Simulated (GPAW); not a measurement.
The system is TiO.

```
CELL_PARAMETERS angstrom
4.08667 0.00000 0.00000
0.00000 4.08667 0.00000
0.00000 0.00000 4.08667
ATOMIC_POSITIONS crystal
Ti 0.50000 0.00000 0.50000
Ti 0.00000 0.50000 0.50000
Ti 0.50000 0.50000 0.00000
O 0.00000 0.00000 0.50000
O 0.50000 0.00000 0.00000
O 0.00000 0.50000 0.00000
```

The cell comes from a database or a generator and needn't be the stable form of this composition.

Base run:

- Program: GPAW 26.7.0
- Functional: PBEsol
- Potentials or basis: PAW data sets generated in the run's folder for this functional
- Cutoff: 800 eV
- Basis: pw
- k mesh: 7 × 7 × 7
- Occupations: fermi-dirac, width 0.05 eV
- Spin: no spin polarisation

Its results: pressure -7.1 GPa.

Task: The run is repeated on the same cell with these changes: hubbard terms from none to Ti d U = 8 eV. What comes out?

Result: Pressure 5.8 GPa.

Caveats: U without spin polarisation on a metal has little footing (some runs).

Not every run made on this cell is shown here.
